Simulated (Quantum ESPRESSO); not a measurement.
**KBr in Quantum ESPRESSO: the effect of functional**

KBr:

```
CELL_PARAMETERS angstrom
0.00000 3.30000 3.30000
3.30000 0.00000 3.30000
3.30000 3.30000 0.00000
ATOMIC_POSITIONS crystal
Br 0.50000 0.50000 0.50000
K 0.00000 0.00000 0.00000
```

Alike in all runs:

| Item | Value |
| --- | --- |
| Program | Quantum ESPRESSO 7.5 |
| Task | phonons |
| k mesh | 4 × 4 × 4, shifted |
| Occupations | fermi-dirac, width 0.05 eV |
| Spin | no spin polarisation |

Each run relaxes the cell or the atoms first.

One run gave: relaxed volume 32.31 Å³/atom; dielectric constant 2.76 mean; highest phonon frequency 130 cm⁻¹. Which functional did it use?
A. AM05
B. PBE
C. LDA
D. revPBE
E. vdW-DF-cx

C.

```tsv
functional	potentials or basis	cutoff	relaxed volume (Å³/atom)	dielectric constant (mean)	highest phonon frequency (cm⁻¹)
LDA	PseudoDojo 0.4.1 SR LDA standard	980 eV	32.31	2.76	130
PBE	PseudoDojo 0.4.1 SR PBE standard	1007 eV	37.64	2.50	100
AM05	PseudoDojo 0.4.1 SR PBE standard	1007 eV	37.12	2.51	97
revPBE	PseudoDojo 0.4.1 SR PBE standard	1007 eV	40.76	2.36	84
PW91	PseudoDojo 0.4.1 SR PBE standard	1007 eV	37.56	2.50	98
vdW-DF-cx	PseudoDojo 0.4.1 SR PBE standard	1007 eV	36.04	2.55	115
```

Caveats: the potentials were made for another functional, which shifts forces and pressure (some runs).

Not every run made on this cell is shown here.
